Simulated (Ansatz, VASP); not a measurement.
**Fe in VASP and in Ansatz**

File INCAR:

```
  PREC = Accurate
  ENCUT = 520
  EDIFF = 1E-6
  ISMEAR = -1
  SIGMA = 0.1
  LREAL = False
  LASPH = True
  NELM = 100
  ALGO = Normal
  ISIF = 2
  LWAVE = False
  LCHARG = False
  GGA = PS
  NBANDS = 15
```

The input KPOINTS:

```
regular mesh
0
Gamma
  17 17 9
```

POSCAR

```
Fe
1.0
    2.4299880582      0.0000000000      0.0000000000
   -1.2149940291      2.1044313892      0.0000000000
    0.0000000000      0.0000000000      3.8428389674
Fe
2
Direct
    0.3333333333      0.6666666667      0.2500000000
    0.6666666667      0.3333333333      0.7500000000
```

Input for Ansatz:

```yaml
crystal:
  lattice:
    - [2.4299880582, 0.0, 0.0]
    - [-1.2149940291, 2.1044313892, 0.0]
    - [0.0, 0.0, 3.8428389674]
  atoms:
    - { symbol: Fe, position: [0.3333333333, 0.6666666667, 0.25] }
    - { symbol: Fe, position: [0.6666666667, 0.3333333333, 0.75] }
hamiltonian:
  xc: pbesol
  pseudopotentials:
    kind: paw
    azcp:
      Fe: "pseudopotentials/Fe.paw.azcp"
basis:
  ecutwfc: 420
  fft_grid_basis: typed
kpoints:
  mp_grid: { grid: [17, 17, 9], shift: [0, 0, 0] }
magnetization:
  spin_polarized: false
scf:
  occupations: { method: fermi_dirac, width: 0.1 }
  lower_state_search: "off"
output:
  stress: true
```

Alike in both runs: task single point; functional PBEsol; k mesh 17 × 17 × 9; occupations fermi-dirac, width 0.1 eV; no spin polarisation.

|  | VASP | Ansatz |
| --- | --- | --- |
| version | VASP 6.6.1 | Ansatz 0.2.0 |
| potentials or method | VASP PAW PBE potentials, release 64 (Fe) | plane waves (420 eV) with PAW, scalar-relativistic |
| plane-wave cutoff (eV) | 520 | 420 |
| valence electrons in the cell | 16 | 32 |

Ansatz gave:

| Item | Value |
| --- | --- |
| pressure (GPa) | 0.0 |
| largest component of the traceless stress (GPa) | 0.13 |

Problem. Estimate VASP's values.

Solution. Pressure (GPa): -0.4; largest component of the traceless stress (GPa): 0.01.

The two sets of potentials don't hold the same shells in valence. Ansatz warned: «pseudo_functional_mismatch».

Caveats: the PAW data sets were made with another functional, which shifts forces and pressure a little (VASP); the run has no spin polarisation, though such a crystal can be magnetic. Spin polarisation is off, so any magnetic state and its effect on volume and gap are missing.
